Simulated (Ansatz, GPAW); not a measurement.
# Ballistic transport through 1,4-phenylene between two Pt chains, from relaxation to T(E)

How well does 1,4-phenylene between two Pt chains conduct once its atoms have relaxed, and how much do cheaper levels lose?

Method: Ansatz plane waves; relaxation of the junction with the lead ends held, in the first sound run; inputs show where later runs differ, in GPAW 26.7.0 and Ansatz 0.2.0.

## (1) The structure

The cell holds 26 atoms: 16 Pt, 6 C and 4 H. Its edges and angles: a = 10.798 Å, b = 9.000 Å, c = 42.910 Å, α = 90.0°, β = 90.0°, γ = 90.0°. Regions: left lead, 8 atoms (8 Pt); channel, 10 atoms (6 C and 4 H); right lead, 8 atoms (8 Pt). Vacuum lies along a and b. The structure is stacked along c, and the current runs across the ab planes.

## (2) Relaxation

Transmission follows bond lengths closely, so the atoms between the held lead ends are relaxed first, from a slightly shaken start that lets symmetry break.

File input.yaml:

```yaml
crystal:
  lattice:
    - [10.798181021, 0.0, 0.0]
    - [0.0, 9.0, 0.0]
    - [0.0, 0.0, 42.9096518313]
  atoms:
    - { symbol: Pt, position: [0.5, 0.5, 0.0279657361] }
    - { symbol: Pt, position: [0.5, 0.5, 0.0838972084] }
    - { symbol: Pt, position: [0.5, 0.5, 0.1398286806] }
    - { symbol: Pt, position: [0.5, 0.5, 0.1957601528] }
    - { symbol: Pt, position: [0.5, 0.5, 0.2516916251] }
    - { symbol: Pt, position: [0.5, 0.5, 0.3076230973] }
    - { symbol: Pt, position: [0.4946516978, 0.4899373492, 0.3643617048] }
    - { symbol: Pt, position: [0.5043417921, 0.5044317246, 0.419185695] }
    - { symbol: C, position: [0.4997975013, 0.4990281908, 0.4684504866] }
    - { symbol: H, position: [0.7014459215, 0.5001945974, 0.4715790225] }
    - { symbol: H, position: [0.3047558894, 0.5012483838, 0.4703250107] }
    - { symbol: C, position: [0.6116587014, 0.4985778285, 0.4826340148] }
    - { symbol: C, position: [0.3824496151, 0.5004957155, 0.4830160725] }
    - { symbol: C, position: [0.6130175869, 0.4973326332, 0.5168144873] }
    - { symbol: C, position: [0.3905924639, 0.501274236, 0.5154145981] }
    - { symbol: H, position: [0.6933522803, 0.5071395262, 0.5288786853] }
    - { symbol: H, position: [0.3066699914, 0.4992080158, 0.5280916879] }
    - { symbol: C, position: [0.5000106125, 0.4958889031, 0.5325389337] }
    - { symbol: Pt, position: [0.504572699, 0.503004253, 0.5826819806] }
    - { symbol: Pt, position: [0.5010303071, 0.5011609938, 0.6358142545] }
    - { symbol: Pt, position: [0.5, 0.5, 0.6923769027] }
    - { symbol: Pt, position: [0.5, 0.5, 0.7483083749] }
    - { symbol: Pt, position: [0.5, 0.5, 0.8042398472] }
    - { symbol: Pt, position: [0.5, 0.5, 0.8601713194] }
    - { symbol: Pt, position: [0.5, 0.5, 0.9161027916] }
    - { symbol: Pt, position: [0.5, 0.5, 0.9720342639] }
kpoints:
  mp_grid: { grid: [1, 1, 2] }
hamiltonian:
  xc: pbe
scf:
  occupations: { method: fermi_dirac, width: 0.1 }
relax:
  f_tol: 0.03
  max_steps: 80
  constraints: [{ sites: [0, 1, 2, 3, 4, 5, 20, 21, 22, 23, 24, 25] }]
```

Launch:

```console
> ansatz run input.yaml --threads 4 --pin off --max-ram 8192MiB --backend cpu --events-out ev --progress --plain --runs-dir out
```

Numbers of over 12 decimals in the logs are rounded to 6 here.

Output:

```text
Engine: ansatz 0.2.0, aarch64-unknown-linux-gnu
Pseudopotentials: kind: paw
Pseudopotential: Pt, paw, valence charge 18, recommended cutoff 420 eV (normal), Pt.paw.azcp
Pseudopotential: C, paw, valence charge 4, recommended cutoff 420 eV (normal), C.paw.azcp
Pseudopotential: H, paw, valence charge 1, recommended cutoff 420 eV (normal), H.paw.azcp
Functional definition: PBE
  parameter kappa = 0.804
  parameter beta = 0.066725
  exchange = pbe_x(kappa = kappa, mu = beta*pi^2/3)
  correlation = pbe_c(beta = beta)
Crystal: 26 atoms, lattice volume = 4170.116 Å³
Basis set: ecut = 420 eV, 81417 PW (Γ), exchange–correlation on 150×128×576 points (8 copies of the dense FFT grid, shifted against one another)
Bands: 190, of which v1, the nominal top of the filled ones, is band 158 counted from 1 (157 counted from 0)
Symmetry: 1 space group operations
Space group: P1 (ITA 1), of the structure as read, at distance tolerance 1.6e-4 Å
k-points: 2
Non-local potential: Pt, projectors of the file, l = 0: 3, l = 1: 2, l = 2: 2, l = 3: 1
Non-local potential: C, projectors of the file, l = 0: 2, l = 1: 2, l = 2: 1
Non-local potential: H, projectors of the file, l = 0: 2, l = 1: 1
PAW form: soft (Blöchl's): semilocal exchange-correlation on the pseudo side does not see the compensation charge
PAW one-centre angular grid: Pt, 590 points (default); XC on 64 Gauss nodes
PAW one-centre angular grid: C, 110 points (default); XC on 64 Gauss nodes
PAW one-centre angular grid: H, 110 points (default); XC on 64 Gauss nodes
Initial density: superposition of atomic densities (neutral atoms: chi_scale 0, normalization atom), corrected by the library's trained network
Initial wavefunctions: pseudopotential atomic-orbital guess
Functional: x = pbe(κ = 0.804, μ = 0.219515), c = pbe(β = 0.066725)
SCF iter   1: F=—  HF=-201893.452904 eV  |F-HF|=—  |Δ(HF+E_count)|=         —  Δρ=1.05e-2  dr2=4.19e1  ethr=1.77e-3  ⟨swp⟩=6.5  Hψ=1444  notcnv=0  defer=15
preconditioner: auto → LDOS  [metal: Δε(μ)=0.095 eV  Ē_g=5.427 eV  σ=0.100 eV  W_gap=0.22  n_scr=390 (ndim 8)  ℏωp=7.9 eV  f_vac=0.795  D(μ)=29.78/eV (n_scr^D=102)  β→1.0]
SCF iter   2: F=—  HF=-201892.787004 eV  |F-HF|=—  |Δ(HF+E_count)|=   6.66e-1  Δρ=5.52e-3  dr2=2.87e0  ethr=1.77e-3  ⟨swp⟩=3.0  Hψ=469  notcnv=0  defer=23
SCF iter   3: F=—  HF=-201892.779697 eV  |F-HF|=—  |Δ(HF+E_count)|=   7.31e-3  Δρ=1.58e-3  dr2=2.16e-1  ethr=9.07e-4  ⟨swp⟩=2.0  Hψ=649  notcnv=0  defer=23
SCF iter   4: F=—  HF=-201892.769690 eV  |F-HF|=—  |Δ(HF+E_count)|=   1.00e-2  Δρ=4.79e-4  dr2=1.77e-2  ethr=6.85e-5  ⟨swp⟩=2.0  Hψ=467  notcnv=0  defer=23
SCF iter   5: F=—  HF=-201892.771474 eV  |F-HF|=—  |Δ(HF+E_count)|=   1.78e-3  Δρ=2.47e-4  dr2=6.26e-3  ethr=5.61e-6  ⟨swp⟩=2.0  Hψ=422  notcnv=0  defer=23
SCF iter   6: F=—  HF=-201892.771845 eV  |F-HF|=—  |Δ(HF+E_count)|=   3.71e-4  Δρ=1.19e-4  dr2=1.34e-3  ethr=1.98e-6  ⟨swp⟩=2.0  Hψ=447  notcnv=0  defer=23
SCF iter   7: F=—  HF=-201892.771883 eV  |F-HF|=—  |Δ(HF+E_count)|=   3.75e-5  Δρ=4.96e-5  dr2=2.48e-4  ethr=4.24e-7  ⟨swp⟩=2.0  Hψ=555  notcnv=0  defer=23
SCF iter   8: F=—  HF=-201892.772066 eV  |F-HF|=—  |Δ(HF+E_count)|=   1.83e-4  Δρ=1.91e-5  dr2=3.34e-5  ethr=7.85e-8  ⟨swp⟩=2.0  Hψ=482  notcnv=0  defer=23
SCF iter   9: F=-201892.772087 eV  HF=-201892.772078 eV  |F-HF|=9.14e-6  |Δ(HF+E_count)|=   1.17e-5  Δρ=7.17e-6  dr2=3.48e-6  ethr=7.12e-9  ⟨swp⟩=4.0  Hψ=1188  notcnv=0
SCF 1 converged in 9 iterations: F = -201892.772087 eV  dr2 = 3.48e-6
  greatest PAW one-centre occupation: 1.000 electrons in one spin orbital (limit 2), on the Pt atom at site 19 (counted from 0), in its partial waves of l = 0
relax step   1: F+E_penalty+E_count = -201892.77208671 eV  Δ(F+E_penalty+E_count) = +0.000e0 eV  max|allowed force component| = 4.861e0 eV/Å  Δτ_max = 0.0000 Å  (9 SCF iters, dr2 threshold 2.25e-5 eV, accepted)
Initial density: handed on by an earlier stage of this run
Initial wavefunctions: those handed on with the density
iter 1 solved again at ethr=5.92e-4 eV; its pass at ethr=3.10e-3 eV (dr2=1.87e0 eV) is discarded
SCF iter   1: F=—  HF=-201893.739262 eV  |F-HF|=—  |Δ(HF+E_count)|=         —  Δρ=4.91e-3  dr2=2.07e0  ethr=5.92e-4  ⟨swp⟩=1.0  Hψ=1221  notcnv=0  defer=23
eigensolver tolerance schedule calibrated: the retry pair's looser diagonalisation under-reported the residual by θ = 0.10 (0.14/decade); ethr = c·dr2/N_el runs at the constant in force after the calibration composes with the one it found (an armed cap, an earlier calibration), c = 5.4e-2
preconditioner: auto → LDOS  [metal: Δε(μ)=0.105 eV  Ē_g=5.343 eV  σ=0.100 eV  W_gap=0.24  n_scr=390 (ndim 8)  ℏωp=7.9 eV  f_vac=0.798  D(μ)=28.49/eV (n_scr^D=98)  β→1.0]
SCF iter   2: F=—  HF=-201893.665444 eV  |F-HF|=—  |Δ(HF+E_count)|=   7.38e-2  Δρ=2.38e-3  dr2=3.83e-1  ethr=3.53e-4  ⟨swp⟩=2.0  Hψ=684  notcnv=0  defer=23
SCF iter   3: F=—  HF=-201893.610325 eV  |F-HF|=—  |Δ(HF+E_count)|=   5.51e-2  Δρ=9.63e-4  dr2=7.15e-2  ethr=6.52e-5  ⟨swp⟩=2.0  Hψ=686  notcnv=0  defer=23
SCF iter   4: F=—  HF=-201893.596025 eV  |F-HF|=—  |Δ(HF+E_count)|=   1.43e-2  Δρ=2.15e-4  dr2=5.77e-3  ethr=1.22e-5  ⟨swp⟩=2.0  Hψ=641  notcnv=0  defer=23
SCF iter   5: F=—  HF=-201893.596272 eV  |F-HF|=—  |Δ(HF+E_count)|=   2.47e-4  Δρ=7.53e-5  dr2=6.49e-4  ethr=9.81e-7  ⟨swp⟩=2.0  Hψ=555  notcnv=0  defer=23
SCF iter   6: F=—  HF=-201893.596529 eV  |F-HF|=—  |Δ(HF+E_count)|=   2.57e-4  Δρ=3.06e-5  dr2=7.71e-5  ethr=1.10e-7  ⟨swp⟩=2.0  Hψ=530  notcnv=0  defer=23
SCF iter   7: F=-201893.596586 eV  HF=-201893.596580 eV  |F-HF|=5.92e-6  |Δ(HF+E_count)|=   5.07e-5  Δρ=1.04e-5  dr2=1.06e-5  ethr=1.31e-8  ⟨swp⟩=4.0  Hψ=1146  notcnv=0
SCF 2 converged in 7 iterations: F = -201893.596586 eV  dr2 = 1.06e-5
  greatest PAW one-centre occupation: 1.000 electrons in one spin orbital (limit 2), on the Pt atom at site 21 (counted from 0), in its partial waves of l = 0
relax step   2: F+E_penalty+E_count = -201893.59658594 eV  Δ(F+E_penalty+E_count) = -8.245e-1 eV  max|allowed force component| = 2.041e0 eV/Å  Δτ_max = 0.1288 Å  (7 SCF iters, dr2 threshold 1.00e-4 eV, accepted)
iter 1 solved again at ethr=2.72e-4 eV; its pass at ethr=3.10e-3 eV (dr2=8.61e-1 eV) is discarded
SCF iter   1: F=—  HF=-201894.010079 eV  |F-HF|=—  |Δ(HF+E_count)|=         —  Δρ=4.45e-3  dr2=9.80e-1  ethr=2.72e-4  ⟨swp⟩=1.0  Hψ=1220  notcnv=0  defer=23
eigensolver tolerance schedule calibrated: the retry pair's looser diagonalisation under-reported the residual by θ = 0.12 (0.11/decade); ethr = c·dr2/N_el runs at the constant in force after the calibration composes with the one it found (an armed cap, an earlier calibration), c = 7.6e-2
[...]
SCF 3 converged in 7 iterations: F = -201893.888379 eV  dr2 = 1.30e-5
relax step   3: F+E_penalty+E_count = -201893.88837918 eV  Δ(F+E_penalty+E_count) = -2.918e-1 eV  max|allowed force component| = 6.587e-1 eV/Å  Δτ_max = 0.1947 Å  (7 SCF iters, dr2 threshold 1.00e-4 eV, accepted)
[... from here on, the SCF cycles and remarks between the steps are left out ...]
relax step   4: F+E_penalty+E_count = -201894.09174564 eV  Δ(F+E_penalty+E_count) = -2.034e-1 eV  max|allowed force component| = 6.002e-1 eV/Å  Δτ_max = 0.2000 Å  (7 SCF iters, dr2 threshold 4.52e-5 eV, accepted)
relax step   5: F+E_penalty+E_count = -201894.15495152 eV  Δ(F+E_penalty+E_count) = -6.321e-2 eV  max|allowed force component| = 3.814e-1 eV/Å  Δτ_max = 0.1909 Å  (7 SCF iters, dr2 threshold 3.75e-5 eV, accepted)
relax step   6: F+E_penalty+E_count = -201894.19466278 eV  Δ(F+E_penalty+E_count) = -3.971e-2 eV  max|allowed force component| = 2.028e-1 eV/Å  Δτ_max = 0.1487 Å  (7 SCF iters, dr2 threshold 5.87e-5 eV, accepted)
relax step   7: F+E_penalty+E_count = -201894.20354864 eV  Δ(F+E_penalty+E_count) = -8.886e-3 eV  max|allowed force component| = 5.704e-2 eV/Å  Δτ_max = 0.0546 Å  (7 SCF iters, dr2 threshold 1.16e-5 eV, accepted)
relax step   8: F+E_penalty+E_count = -201894.20849805 eV  Δ(F+E_penalty+E_count) = -4.949e-3 eV  max|allowed force component| = 5.369e-2 eV/Å  Δτ_max = 0.0559 Å  (9 SCF iters, accepted)
relax step   9: F+E_penalty+E_count = -201894.20219394 eV  Δ(F+E_penalty+E_count) = +6.304e-3 eV  max|allowed force component| = 2.899e-1 eV/Å  Δτ_max = 0.1973 Å  (10 SCF iters, rejected (line search))
relax step  10: F+E_penalty+E_count = -201894.21616209 eV  Δ(F+E_penalty+E_count) = -7.664e-3 eV  max|allowed force component| = 5.000e-2 eV/Å  Δτ_max = 0.0986 Å  (10 SCF iters, accepted)
relax step  11: F+E_penalty+E_count = -201894.22082195 eV  Δ(F+E_penalty+E_count) = -4.660e-3 eV  max|allowed force component| = 6.559e-2 eV/Å  Δτ_max = 0.0950 Å  (8 SCF iters, dr2 threshold 2.17e-6 eV, accepted)
relax step  12: F+E_penalty+E_count = -201894.22376403 eV  Δ(F+E_penalty+E_count) = -2.942e-3 eV  max|allowed force component| = 4.284e-2 eV/Å  Δτ_max = 0.0849 Å  (7 SCF iters, dr2 threshold 3.73e-6 eV, accepted)
SCF iter   1: F=—  HF=-201894.224789 eV  |F-HF|=—  |Δ(HF+E_count)|=         —  Δρ=4.58e-4  dr2=5.22e-3  ethr=2.40e-5  ⟨swp⟩=2.0  Hψ=683  notcnv=0  defer=23
preconditioner: auto → LDOS  [metal: Δε(μ)=0.116 eV  Ē_g=5.360 eV  σ=0.100 eV  W_gap=0.27  n_scr=390 (ndim 8)  ℏωp=7.9 eV  f_vac=0.797  D(μ)=32.18/eV (n_scr^D=122)  β→1.0]
SCF iter   2: F=—  HF=-201894.224023 eV  |F-HF|=—  |Δ(HF+E_count)|=   7.66e-4  Δρ=1.63e-4  dr2=1.53e-3  ethr=1.65e-6  ⟨swp⟩=3.0  Hψ=769  notcnv=0  defer=23
SCF iter   3: F=—  HF=-201894.223753 eV  |F-HF|=—  |Δ(HF+E_count)|=   2.70e-4  Δρ=4.58e-5  dr2=1.18e-4  ethr=4.85e-7  ⟨swp⟩=2.5  Hψ=614  notcnv=0  defer=23
SCF iter   4: F=—  HF=-201894.223782 eV  |F-HF|=—  |Δ(HF+E_count)|=   2.93e-5  Δρ=1.14e-5  dr2=6.85e-6  ethr=3.75e-8  ⟨swp⟩=2.0  Hψ=621  notcnv=0  defer=23
SCF iter   5: F=—  HF=-201894.224062 eV  |F-HF|=—  |Δ(HF+E_count)|=   2.80e-4  Δρ=3.88e-6  dr2=1.27e-6  ethr=2.17e-9  ⟨swp⟩=2.0  Hψ=631  notcnv=0  defer=23
SCF iter   6: F=—  HF=-201894.224063 eV  |F-HF|=—  |Δ(HF+E_count)|=   1.06e-6  Δρ=1.85e-6  dr2=3.38e-7  ethr=4.03e-10  ⟨swp⟩=2.0  Hψ=527  notcnv=0  defer=23
SCF iter   7: F=-201894.224063 eV  HF=-201894.224063 eV  |F-HF|=1.66e-8  |Δ(HF+E_count)|=   4.12e-7  Δρ=7.36e-7  dr2=4.82e-8  ethr=3.16e-11  ⟨swp⟩=4.0  Hψ=1214  notcnv=0
SCF 13 converged in 7 iterations: F = -201894.224063 eV  dr2 = 4.82e-8
relax step  13: F+E_penalty+E_count = -201894.22406301 eV  Δ(F+E_penalty+E_count) = -2.990e-4 eV  max|allowed force component| = 2.694e-2 eV/Å  Δτ_max = 0.0121 Å  (7 SCF iters, accepted)
SCF converged after 7 iterations
Free energy (F): -201894.224063 eV
Harris-Foulkes:  -201894.224063 eV  (|F-HF|=1.66e-8)
Internal energy: -201893.130642 eV  (E = F + TS)
E sigma→0 (E₀):  -201893.677353 eV
Entropy (-TS):   -1.093421 eV (-42.055 meV/atom)
Fermi energy:    -4.194728 eV
--- Per-component energies (eV) ---
  E_band       = -9855.604437
  E_kinetic    = 10755.908659
  E_local      = -106401.693201  (includes V_loc(G=0)·N_el)
  E_nonlocal   = 3400.252982
  E_hartree    = 46128.226406
  E_xc         = -4456.701465
  E_vxc        = -5167.621473  (∫ρ·V_xc dr)
  E_paw        = -151880.026409  (= ΣΔE_a)
  E_vpaw       = -4698.903498  (= ΣTr[D̂ρ^β])
  E_aug_tail   = -0.002302  (compensation charges beyond the density's cutoff)
  E_ewald      = 560.904688
  E_smearing   = -1.093421  (= −TS)
  E_closure    = 0.000000  (closes the sum)
  Σ components = -201894.224063   (vs F -201894.224063, Δ=0.00e0)
--- Forces (eV/Å), atoms counted from 1 ---
  atom   1  Pt     0.01536685     0.00058311    -0.02795879
  atom   2  Pt     0.01423221     0.00058421    -0.05136390
  atom   3  Pt    -0.02868618    -0.00103612     0.03165732
  atom   4  Pt    -0.04957844    -0.00189547     0.14109247
  atom   5  Pt    -0.03582924    -0.00162936     0.05305406
  atom   6  Pt     0.08728551     0.00144141     0.73328495
  atom   7  Pt     0.00158761    -0.00023759    -0.00111008
  atom   8  Pt    -0.00722142     0.00005020     0.00098446
  atom   9  C      0.01609112    -0.00104410     0.02503433
  atom  10  H     -0.00295520     0.00269725     0.00137133
  atom  11  H     -0.00373476     0.00137110     0.00311756
  atom  12  C      0.00120033    -0.00061461    -0.00088099
  atom  13  C     -0.00587515     0.00000198    -0.02053118
  atom  14  C      0.00360450    -0.00082337    -0.00025407
  atom  15  C     -0.01070902    -0.00151461     0.02223960
  atom  16  H     -0.00291349     0.00144717    -0.00094856
  atom  17  H     -0.00465349     0.00157275    -0.00273476
  atom  18  C      0.01482452     0.00182934    -0.02693895
  atom  19  Pt    -0.00601198    -0.00053525     0.00247619
  atom  20  Pt     0.00008760    -0.00044352    -0.00624537
  atom  21  Pt     0.08828246     0.00164892    -0.72870618
  atom  22  Pt    -0.03586810    -0.00167640    -0.05334886
  atom  23  Pt    -0.04934835    -0.00190516    -0.14105395
  atom  24  Pt    -0.02853741    -0.00100610    -0.03153772
  atom  25  Pt     0.01414521     0.00060504     0.05139395
  atom  26  Pt     0.01524744     0.00057138     0.02795041
  max |Σ_I F_I| component: 4.33e-5 eV/Å
--- Relaxed structure (13 steps of the walk, 12 accepted, 0 SCFs on fresh bases) ---
  F+E_penalty+E_count = -201894.22406301 eV   max|allowed force component| = 2.694e-2 eV/Å
  atoms:
    - { symbol: Pt, position: [0.5, 0.5, 0.027966] }
    - { symbol: Pt, position: [0.5, 0.5, 0.083897] }
    - { symbol: Pt, position: [0.5, 0.5, 0.139829] }
    - { symbol: Pt, position: [0.5, 0.5, 0.195760] }
    - { symbol: Pt, position: [0.5, 0.5, 0.2516916251] }
    - { symbol: Pt, position: [0.5, 0.5, 0.307623] }
    - { symbol: Pt, position: [0.454560, 0.497902, 0.364658] }
    - { symbol: Pt, position: [0.533822, 0.500355, 0.419995] }
    - { symbol: C, position: [0.499995, 0.498839, 0.465826] }
    - { symbol: H, position: [0.701824, 0.504325, 0.472009] }
    - { symbol: H, position: [0.299724, 0.492740, 0.471678] }
    - { symbol: C, position: [0.611778, 0.501941, 0.483624] }
    - { symbol: C, position: [0.388797, 0.495465, 0.483652] }
    - { symbol: C, position: [0.611780, 0.501946, 0.516363] }
    - { symbol: C, position: [0.388814, 0.495452, 0.516331] }
    - { symbol: H, position: [0.701828, 0.504380, 0.527976] }
    - { symbol: H, position: [0.299748, 0.492700, 0.528306] }
    - { symbol: C, position: [0.500001, 0.498818, 0.534161] }
    - { symbol: Pt, position: [0.533784, 0.500472, 0.579993] }
    - { symbol: Pt, position: [0.454626, 0.497898, 0.635355] }
    - { symbol: Pt, position: [0.5, 0.5, 0.692377] }
    - { symbol: Pt, position: [0.5, 0.5, 0.748308] }
    - { symbol: Pt, position: [0.5, 0.5, 0.804240] }
    - { symbol: Pt, position: [0.5, 0.5, 0.860171] }
    - { symbol: Pt, position: [0.5, 0.5, 0.916103] }
    - { symbol: Pt, position: [0.5, 0.5, 0.972034] }
```

Run time: 4.8 min. Hardware: 4 threads of Arm Neoverse V2, shared host; peak memory 6.6 GiB; 19 min of CPU time.

Relaxation path:

```csv
step,energy less that of the first step (eV),largest force component (eV/Å)
1,0.0000,4.8612
2,-0.8245,2.0408
3,-1.1163,0.6587
4,-1.3197,0.6002
5,-1.3829,0.3814
6,-1.4226,0.2028
7,-1.4315,0.0570
8,-1.4364,0.0537
9,-1.4301,0.2899
10,-1.4441,0.0500
11,-1.4487,0.0656
12,-1.4517,0.0428
13,-1.4520,0.0269
```

Relaxation step 9 was tried and not accepted.

The atoms that moved most (Å):

| atom | dx | dy | dz | length |
| --- | --- | --- | --- | --- |
| Pt20 | -0.501 | -0.029 | -0.020 | 0.502 |
| Pt7 | -0.433 | 0.072 | 0.013 | 0.439 |
| Pt19 | 0.315 | -0.023 | -0.115 | 0.337 |
| Pt8 | 0.318 | -0.037 | 0.035 | 0.322 |
| C9 | 0.002 | -0.002 | -0.113 | 0.113 |
| H11 | -0.054 | -0.077 | 0.058 | 0.110 |
| H16 | 0.092 | -0.025 | -0.039 | 0.102 |
| H17 | -0.075 | -0.059 | 0.009 | 0.095 |

Numbers from this step:

* free energy: -201894.2241 eV
* smearing term TS: 1.093 eV
* symmetry operations: 1

The relaxation lowered the energy of the cell by 1.45 eV.

(Part 1 of 4 ends here.)

[Logs are printed without paths, hosts, clocks, repeated set-up lines and the standing remarks that a program may print on its own settings, such as how far it seeks lower states.]

[Hosts, paths, dates, database ids (printed as entryN), source tags and the programs' standing remarks are cut or masked in the printed files.]
